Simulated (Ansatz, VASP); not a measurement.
## Y in VASP and in Ansatz

```xyz
1
Lattice="2.6914 0.0000 0.0000 0.0000 2.6914 0.0000 0.0000 0.0000 2.6914" Properties=species:S:1:pos:R:3 pbc="T T T"
Y     0.0000    0.0000    0.0000
```

Change from the starting cell: volume scaled by 0.6, LAPW.

Alike in both runs: task single point; functional PBEsol; k mesh 12 × 12 × 12; occupations fermi-dirac, width 0.08 eV; no spin polarisation.

|  | VASP | Ansatz |
| --- | --- | --- |
| version | VASP 6.6.1 | Ansatz 0.2.0 |
| potentials or method | VASP PAW PBE potentials, release 64 (Y_sv), cutoff 520 eV | all-electron LAPW, scalar-relativistic |

```csv
,VASP,Ansatz,Ansatz less VASP
pressure (GPa),36.7,36.8,+0.06
```

Ansatz ran all-electron here, so the differences hold the error of VASP's frozen core and of both bases.

Caveats: so large a pressure means that the cell lies far from this level's equilibrium, or that cutoff or potentials fall short (VASP); the potentials were made for another functional, which shifts forces and pressure (VASP).
